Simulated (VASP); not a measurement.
# ZrSe2 (P-3m1) in VASP: settings compared, part 2 of 2

VASP 6.6.1.

**3. Relaxation of cell and atoms, PBE+D3(BJ)**

This run uses another cell than the first one, of 25.78 Å³/atom, 1.043 times its volume.

INCAR reads:

```
  PREC = Accurate
  ENCUT = 600
  EDIFF = 1E-6
  ISMEAR = 0
  SIGMA = 0.03
  LREAL = F
  LASPH = T
  NELM = 80
  ALGO = Normal
  ISIF = 3
  LWAVE = F
  LCHARG = F
  GGA = PE
  IVDW = 12
  IBRION = 2
  NSW = 90
  EDIFFG = -0.01
```

KPOINTS reads:

```
regular mesh
0
Gamma
  9 9 5
```

POSCAR reads:

```
ZrSe2
1.0
    3.7980000000      0.0000000000      0.0000000000
   -1.8990000000      3.2891644836      0.0000000000
    0.0000000000      0.0000000000      6.1920000000
Zr Se
1 2
Direct
    0.0000000000      0.0000000000      0.0000000000
    0.3333333333      0.6666666667      0.2500000000
    0.6666666667      0.3333333333      0.7500000000
```

Potentials or basis: VASP PAW PBE potentials, release 64 (Zr_sv, Se).

Command:

```bash
$ cat potpaw_PBE.64/Zr_sv/POTCAR potpaw_PBE.64/Se/POTCAR > POTCAR
$ mpirun -np 1 vasp_std > vasp.out
```

OUTCAR:

```text
PREC = Accurate
   ENCUT = 600
   EDIFF = 1E-6
   ISMEAR = 0
   LREAL = F
   LASPH = T
   NELM = 80
   ISIF = 3
   GGA = PE
   IVDW = 12
   IBRION = 2
   NSW = 90
   EDIFFG = -0.01
 IVDW          = 12

 ion  position               nearest neighbor table
   1  0.000  0.000  0.000-   2 2.68   3 2.68   3 2.68   2 2.68   3 2.68   2 2.68
   2  0.333  0.667  0.250-   1 2.68   1 2.68   1 2.68
   3  0.667  0.333  0.750-   1 2.68   1 2.68   1 2.68

  LATTYP: Found a hexagonal cell.
 ALAT       =     3.7980000000
 C/A-ratio  =     1.6303317536

  Lattice vectors:

 A1 = (   3.7980000000,   0.0000000000,   0.0000000000)
 A2 = (  -1.8990000000,   3.2891644836,   0.0000000000)
 A3 = (   0.0000000000,   0.0000000000,   6.1920000000)

Analysis of symmetry for initial positions (statically):
=====================================================================
 Subroutine PRICEL returns:
 Original cell was already a primitive cell.

 Routine SETGRP: Setting up the symmetry group for a
 hexagonal supercell.

 Subroutine GETGRP returns: Found 12 space group operations
 (whereof 12 operations were pure point group operations)
 out of a pool of 24 trial point group operations.

The static configuration has the point symmetry D_3d.

Analysis of symmetry for dynamics (positions and initial velocities):
=====================================================================
 Subroutine PRICEL returns:
 Original cell was already a primitive cell.

 Routine SETGRP: Setting up the symmetry group for a
 hexagonal supercell.

 Subroutine GETGRP returns: Found 12 space group operations
 (whereof 12 operations were pure point group operations)
 out of a pool of 24 trial point group operations.

The dynamic configuration has the point symmetry D_3d.

 Subroutine INISYM returns: Found 12 space group operations
 (whereof 12 operations are pure point group operations),
 and found     1 'primitive' translations

----------------------------------------------------------------------------------------

                                     Primitive cell

  volume of cell :      77.3520

  direct lattice vectors                    reciprocal lattice vectors
     3.798000000  0.000000000  0.000000000     0.263296472  0.152014289  0.000000000
    -1.899000000  3.289164484  0.000000000     0.000000000  0.304028578  0.000000000
     0.000000000  0.000000000  6.192000000     0.000000000  0.000000000  0.161498708

  length of vectors
     3.798000000  3.798000000  6.192000000     0.304028578  0.304028578  0.161498708

  position of ions in fractional coordinates (direct lattice)
     0.000000000  0.000000000  0.000000000
     0.333333333  0.666666667  0.250000000
     0.666666667  0.333333333  0.750000000

  ion indices of the primitive-cell ions
   primitive index   ion index
                 1           1
                 2           2
                 3           3

----------------------------------------------------------------------------------------

 KPOINTS: regular mesh

Automatic generation of k-mesh.
 Grid dimensions read from file:
 generate k-points for:    9    9    5

 Generating k-lattice:

  Cartesian coordinates                     Fractional coordinates (reciprocal lattice)
     0.029255164  0.016890477  0.000000000     0.111111111  0.000000000  0.000000000
     0.000000000  0.033780953  0.000000000     0.000000000  0.111111111  0.000000000
     0.000000000  0.000000000  0.032299742     0.000000000  0.000000000  0.200000000

  Length of vectors
     0.033780953  0.033780953  0.032299742

  Shift w.r.t. Gamma in fractional coordinates (k-lattice)
     0.000000000  0.000000000  0.000000000

 Subroutine IBZKPT returns following result:
 ===========================================

 Found     50 irreducible k-points:

 Following reciprocal coordinates:
            Coordinates               Weight
  0.000000  0.000000  0.000000      1.000000
  0.111111  0.000000  0.000000      6.000000
  0.222222  0.000000  0.000000      6.000000
  0.333333 -0.000000  0.000000      6.000000
  0.444444  0.000000  0.000000      6.000000
  0.111111  0.111111  0.000000      6.000000
[... 16 lines left out ...]
  0.222222  0.111111  0.200000     12.000000
 -0.111111  0.333333  0.200000     12.000000
 [... further k-points ...]
   k-points           NKPTS =     50   k-points in BZ     NKDIM =     50   number of bands    NBANDS=     16
   number of dos      NEDOS =    301   number of ions     NIONS =      3
   total plane-waves  NPLWV =  45000
   dimension x,y,z NGX =    30 NGY =   30 NGZ =   50
   dimension x,y,z NGXF=    60 NGYF=   60 NGZF=  100
   ions per type =               1   2
   NGX,Y,Z   is equivalent  to a cutoff of  13.13, 13.13, 13.42 a.u.
   NGXF,Y,Z  is equivalent  to a cutoff of  26.26, 26.26, 26.85 a.u.
 SYSTEM =  unknown system
   PREC   = accura    normal or accurate (medium, high low for compatibility)
   ISTART =      0    job   : 0-new  1-cont  2-samecut
   ICHARG =      2    charge: 1-file 2-atom 10-const
   ISPIN  =      1    spin polarized calculation?
   LNONCOLLINEAR =      F non collinear calculations
   LSORBIT =      F    spin-orbit coupling
   LASPH  =      T    aspherical Exc in radial PAW
   ENCUT  =  600.0 eV  44.10 Ry    6.64 a.u.   7.59  7.59 12.37*2*pi/ulx,y,z
   NELM   =     80;   NELMIN=  2; NELMDL= -5     # of ELM steps
   EDIFF  = 0.1E-05   stopping-criterion for ELM
   LREAL  =      F    real-space projection
   EDIFFG = -.1E-01   stopping-criterion for IOM
   NSW    =     90    number of steps for IOM
   IBRION =      2    ionic relax: 0-MD 1-quasi-New 2-CG
   NFREE  =      1    steps in history (QN), initial steepest desc. (CG)
   ISIF   =      3    stress and relaxation
   ISYM   =      2    0-nonsym 1-usesym 2-fastsym
   POTIM  = 0.5000    time-step for ionic-motion
   TEBEG  =    0.0;   TEEND  =   0.0 temperature during run
   PSTRESS=    0.0 pullay stress
   NELECT =      24.0000    total number of electrons
   NUPDOWN=      -1.0000    fix difference up-down
   EMIN   =  10.00;   EMAX   =-10.00  energy-range for DOS
   EFERMI =   0.00;   METHOD = LEGACY
   ISMEAR =     0;   SIGMA  =   0.03  broadening in eV -4-tet -1-fermi 0-gaus
   EFERMI_NEDOS =   21; number of points for ismear=-14 and -15
   IALGO  =     38    algorithm
   IMIX   =      4    mixing-type and parameters
     AMIX     =   0.40;   BMIX     =  1.00
     AMIX_MAG =   1.60;   BMIX_MAG =  1.00
  volume/ion in A,a.u.               =      25.78       174.00
  Fermi-wavevector in a.u.,A,eV,Ry     =   1.108293  2.094371 16.712230  1.228314
  Thomas-Fermi vector in A             =   2.244819
   LORBIT       =      0    0 simple, 1 ext, 2 COOP (PROOUT), +10 PAW based schemes
   GGA     = PE    functional components
   LHFCALC =     F    Hartree Fock is set to
   AEXX    =    0.0000 exact exchange contribution
   IVDW    =    12    specifies the selected vdW correction
   LEPSILON=     F    determine dielectric tensor
   LRPA    =     F    only Hartree local field effects (RPA)
 conjugate gradient relaxation of ions
 non-spin polarized calculation
 Gauss-broadening in eV      SIGMA  =   0.03
  energy-cutoff  :      600.00
  volume of cell :       77.35
 maximum number of plane-waves:      2605
   NGX = 15   NGY = 15   NGZ = 25

--------------------------------------- Ionic step        1  -------------------------------------------

 number of electron      24.0000000 magnetization

 Free energy of the ion-electron system (eV)
  ---------------------------------------------------
  ext. energy  EPLUGINS =         0.00000000
  ---------------------------------------------------
  free energy    TOTEN  =       -19.56682681 eV

  energy without entropy =      -19.56682681  energy(sigma->0) =      -19.56682681

------------------------ aborting loop because EDIFF is reached ----------------------------------------

 Edisp (eV)   -1.14257

 E8    (eV) :    -0.5144
[... 108 lines left out ...]
  FREE ENERGIE OF THE ION-ELECTRON SYSTEM (eV)
  ---------------------------------------------------
  free  energy   TOTEN  =       -20.7294754791 eV

  energy  without entropy=      -20.7294754713  energy(sigma->0) =      -20.72947548

[... ionic steps 4 to 12 ...]

--------------------------------------- Ionic step       13  -------------------------------------------

 number of electron      23.9999999 magnetization

------------------------ aborting loop because EDIFF is reached ----------------------------------------
[... 77 lines left out ...]
--------------------------------------- Ionic step       15  -------------------------------------------

 number of electron      23.9999999 magnetization

 Free energy of the ion-electron system (eV)
  ---------------------------------------------------
  ext. energy  EPLUGINS =         0.00000000
  ---------------------------------------------------
  free energy    TOTEN  =       -19.52720312 eV

  energy without entropy =      -19.52710773  energy(sigma->0) =      -19.52715543

 E-fermi :   5.0378     XC(G=0):  -9.7871

 val. band max:        5.0250829569   @ k =   0.0000   0.0000   0.0000
 cond. band min:       5.0735545134   @ k =   0.0000   0.4444   0.4000
 fundamental gap:      0.0484715565
 Fermi energy:         5.0377706243

 k-point     1 :       0.0000    0.0000    0.0000
  band No.  band energies     occupation
      1     -44.5686      2.00000
      2     -22.6259      2.00000
      3     -22.5061      2.00000
      4     -22.5061      2.00000
      5      -8.5413      2.00000
      6      -7.1359      2.00000
[... 433 lines left out ...]
      3     -22.5938      2.00000
      4     -22.5427      2.00000
      5      -7.8199      2.00000
      6      -7.2185      2.00000
[... 8 lines left out ...]
     15       7.6971      0.00000
     16       8.5244      0.00000

 [... further k-points ...]

------------------------ aborting loop because EDIFF is reached ----------------------------------------

 Edisp (eV)   -1.21589

 E8    (eV) :    -0.5478
[... 26 lines left out ...]
  FREE ENERGIE OF THE ION-ELECTRON SYSTEM (eV)
  ---------------------------------------------------
  free  energy   TOTEN  =       -20.7430919903 eV

  energy  without entropy=      -20.7429966004  energy(sigma->0) =      -20.74304430

 reached required accuracy - stopping structural energy minimisation
```

OSZICAR:

```text
N       E                     dE             d eps       ncg     rms          rms(c)
DAV:   1     0.187374012698E+03    0.18737E+03   -0.12752E+04  1600   0.152E+03
DAV:   2    -0.102783893772E+02   -0.19765E+03   -0.19546E+03  2144   0.315E+02
[... 128 lines left out ...]
  14 F= -.20742945E+02 E0= -.20742886E+02  d E =-.815463E-04
       N       E                     dE             d eps       ncg     rms          rms(c)
DAV:   1    -0.195276093052E+02   -0.87995E-03   -0.41442E-02  1600   0.148E+00    0.131E-01
DAV:   2    -0.195272745165E+02    0.33479E-03   -0.24757E-03  1824   0.315E-01    0.627E-02
DAV:   3    -0.195272170089E+02    0.57508E-04   -0.13107E-04  2200   0.787E-02    0.299E-02
DAV:   4    -0.195272027199E+02    0.14289E-04   -0.51415E-05  2136   0.509E-02    0.740E-03
DAV:   5    -0.195272031230E+02   -0.40307E-06   -0.68029E-06  1872   0.155E-02
  15 F= -.20743092E+02 E0= -.20743044E+02  d E =-.228846E-03
```

CONTCAR:

```text
ZrSe2
   1.00000000000000
     3.7403502372184581    0.0000000000000000   -0.0000000000000000
    -1.8701751186092290    3.2392383245078045   -0.0000000000000000
     0.0000000000000000   -0.0000000000000000    6.0280665153602344
  Zr              Se
     1     2
Direct
     0.0000000000000000    0.0000000000000000    0.0000000000000000
     0.3333333332999970    0.6666666667000030    0.2649979776188097
     0.6666666667000030    0.3333333332999970    0.7350020223811904

  0.00000000E+00  0.00000000E+00  0.00000000E+00
  0.00000000E+00  0.00000000E+00  0.00000000E+00
  0.00000000E+00  0.00000000E+00  0.00000000E+00
```

Wall time 4.3 min (1 thread of Intel Xeon 6975P-C (Granite Rapids), shared host); peak memory 0.27 GiB.

What came out:

```yaml
Free_energy: -20.7431 eV
Relaxed_volume: 24.35 Å³/atom
Relaxed_cell: a = 3.740 Å, b = 3.740 Å, c = 6.028 Å, α = 90.00°, β = 90.00°, γ = 120.00°
Space_group_after_relaxing_to_0.05_Å: P-3m1 (No. 164)
Energy_gained_by_relaxing: 11.2 meV/atom
Ionic_steps: 15
Pressure_after_relaxing: 0.0 GPa
Band_gap_on_the_k_mesh: 0.05 eV, indirect (least direct gap 0.93 eV)
Dispersion_energy_per_atom: -0.405 eV
```

Step by step:
```tsv
step	energy change (eV)	largest force (eV/Å)	pressure (GPa)	volume (Å³)
1	0.0000	0.3158	-0.45	77.35
2	-0.0147	0.2208	-0.25	76.54
3	-0.0201	0.1203	-0.05	75.74
4	-0.0234	0.0781	-0.26	75.51
5	-0.0293	0.0461	-0.82	74.83
6	-0.0299	0.1058	-1.05	74.51
7	-0.0311	0.0914	-0.91	74.25
8	-0.0332	0.0493	-0.45	73.48
9	-0.0312	0.0363	0.54	71.94
10	-0.0335	0.0243	-0.19	73.08
11	-0.0335	0.0227	-0.19	73.05
12	-0.0334	0.0115	-0.05	72.85
13	-0.0335	0.0212	-0.15	73.02
14	-0.0335	0.0160	-0.12	73.02
15	-0.0337	0.0013	-0.02	73.04
```

Final structure:
```
Zr Se
1.0
     3.74035    0.00000    0.00000
    -1.87018    3.23924    0.00000
     0.00000    0.00000    6.02807
Zr Se
1 2
Direct
  0.00000 0.00000 0.00000
  0.33333 0.66667 0.26500
  0.66667 0.33333 0.73500
```

Levels at points of the mesh, in eV from the valence-band top:
```tsv
k point	band 8	band 9	band 10	band 11	band 12	band 13	band 14	band 15	band 16
(0.00, 0.00, 0.00)	-2.77	-2.77	-0.12	-0.12	0.00	0.93	0.93	1.22	3.94
```

Caveat: an odd mesh through Γ misses points on the zone boundary, where band edges often lie.

**4. Relaxation of cell and atoms, PBE+D3(BJ)**

This run uses another cell than the first one, of 24.35 Å³/atom, 0.985 times its volume.

INCAR, as its differences from that of step 3:

```diff
@@ -2,3 +2,3 @@
   ENCUT = 600
-  EDIFF = 1E-6
+  EDIFF = 1E-7
   ISMEAR = 0
@@ -16,2 +16,2 @@
   NSW = 90
-  EDIFFG = -0.01
+  EDIFFG = -0.005
```

KPOINTS is that of step 3.

POSCAR reads:

```
ZrSe2                                   
1.0
    3.7403502372      0.0000000000     -0.0000000000
   -1.8701751186      3.2392383245     -0.0000000000
    0.0000000000     -0.0000000000      6.0280665154
  Zr              Se            
     1     2
Direct
     0.0000000000000000    0.0000000000000000    0.0000000000000000
     0.3333333332999970    0.6666666667000030    0.2649979776188097
     0.6666666667000030    0.3333333332999970    0.7350020223811904
```

Command:

```bash
$ cat potpaw_PBE.64/Zr_sv/POTCAR potpaw_PBE.64/Se/POTCAR > POTCAR
$ mpirun -np 1 vasp_std > vasp.out
```

It took 77 s on 1 thread of Intel Xeon 6975P-C (Granite Rapids), shared host; peak memory 0.26 GiB.

Results (log left out):

```yaml
Free_energy: -20.7426 eV
Relaxed_volume: 24.34 Å³/atom
Relaxed_cell: a = 3.739 Å, b = 3.739 Å, c = 6.032 Å, α = 90.00°, β = 90.00°, γ = 120.00°
Space_group_after_relaxing_to_0.05_Å: P-3m1 (No. 164)
Energy_gained_by_relaxing: 0.0 meV/atom
Ionic_steps: 5
Pressure_after_relaxing: 0.0 GPa
Band_gap_on_the_k_mesh: 0.05 eV, indirect (least direct gap 0.94 eV)
Dispersion_energy_per_atom: -0.405 eV
```

Forces in eV/Å, atoms in the order of the input:
```
Zr   0.000  0.000  0.000
Se   0.000  0.000 -0.003
Se   0.000  0.000  0.003
```

Final structure:
```yaml
crystal:
  lattice:
    - [3.73854, 0.00000, 0.00000]
    - [-1.86927, 3.23767, 0.00000]
    - [0.00000, 0.00000, 6.03219]
  atoms:
    - { symbol: Zr, position: [0.00000, 0.00000, 0.00000] }
    - { symbol: Se, position: [0.33333, 0.66667, 0.26500] }
    - { symbol: Se, position: [0.66667, 0.33333, 0.73500] }
```

Levels at points of the mesh, in eV from the valence-band top:
| k point | band 9 | band 10 | band 11 | band 12 | band 13 | band 14 | band 15 | band 16 |
| --- | --- | --- | --- | --- | --- | --- | --- | --- |
| (0.00, 0.00, 0.00) | -2.77 | -0.11 | -0.11 | 0.00 | 0.94 | 0.94 | 1.22 | 3.95 |

Caveat: an odd mesh through Γ misses points on the zone boundary, where band edges often lie.
